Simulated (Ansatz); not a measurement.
# SiNi: the cost of one run

Method: DFT r2SCAN, scalar-relativistic, plane waves, PAW, in Ansatz 0.2.0.

2 further runs of the same task are left out: 2 set aside as unsound or not needed. Runs told in other sessions of the task aren't counted.

## 1. The structure to begin with

Symmetry: P2_13, No. 198, cubic system. Conventional cell: a = 4.465 Å, b = 4.465 Å, c = 4.465 Å, α = 90.00°, β = 90.00°, γ = 90.00°. Around Si (site symmetry 3) lie 7 Ni at 2.33 to 2.42 Å. Ni (site symmetry 3) has 7 Si at 2.33 to 2.42 Å in its first shell of neighbours.

Structure file:

```
CELL_PARAMETERS angstrom
4.46481 0.00000 0.00000
0.00000 4.46481 0.00000
0.00000 0.00000 4.46481
ATOMIC_POSITIONS crystal
Si 0.84692 0.84692 0.84692
Si 0.65308 0.15308 0.34692
Si 0.34692 0.65308 0.15308
Si 0.15308 0.34692 0.65308
Ni 0.14873 0.14873 0.14873
Ni 0.35127 0.85127 0.64873
Ni 0.64873 0.35127 0.85127
Ni 0.85127 0.64873 0.35127
```

This cell was relaxed beforehand with the same method: volume 11.13 Å³/atom, gap on the mesh none (metal).

## 2. Zero of energy

Reference values: F = -25940.3810 eV; pressure -0.03 GPa; largest force 0.001 eV/Å; gap on the mesh none (metal). It was computed beforehand with the settings of the runs below.

## 3. Normal modes

The input, input.yaml:

```yaml
crystal:
  lattice:
    - [4.4648149096, 0.0, 0.0]
    - [0.0, 4.4648149096, 0.0]
    - [0.0, 0.0, 4.4648149096]
  atoms:
    - { symbol: Si, position: [0.8469210548, 0.8469210548, 0.8469210548] }
    - { symbol: Si, position: [0.6530789452, 0.1530789452, 0.3469210548] }
    - { symbol: Si, position: [0.3469210548, 0.6530789452, 0.1530789452] }
    - { symbol: Si, position: [0.1530789452, 0.3469210548, 0.6530789452] }
    - { symbol: Ni, position: [0.1487251934, 0.1487251934, 0.1487251934] }
    - { symbol: Ni, position: [0.3512748066, 0.8512748066, 0.6487251934] }
    - { symbol: Ni, position: [0.6487251934, 0.3512748066, 0.8512748066] }
    - { symbol: Ni, position: [0.8512748066, 0.6487251934, 0.3512748066] }
basis:
  ecutwfc: 500
kpoints:
  mp_grid: { grid: [10, 10, 10] }
hamiltonian:
  xc: r2scan
scf:
  occupations: { method: gaussian, width: 0.15 }
output:
  eigenvalues: true
phonons:
  method: fd
  supercell: [1, 1, 1]
  amplitude: 0.02
  eigenvectors: true
  dielectric: false
```

On the command line:

```console
$ ansatz run input.yaml --threads 2 --pin off --max-ram 5120MiB --backend cpu --events-out ev --progress --plain --runs-dir out
```

**Question.** How long does this run take on 2 threads of AMD EPYC 9R45 (Zen 5), shared host, and how much memory does it need?

About 9.2 min, with a peak of 2.4 GiB.
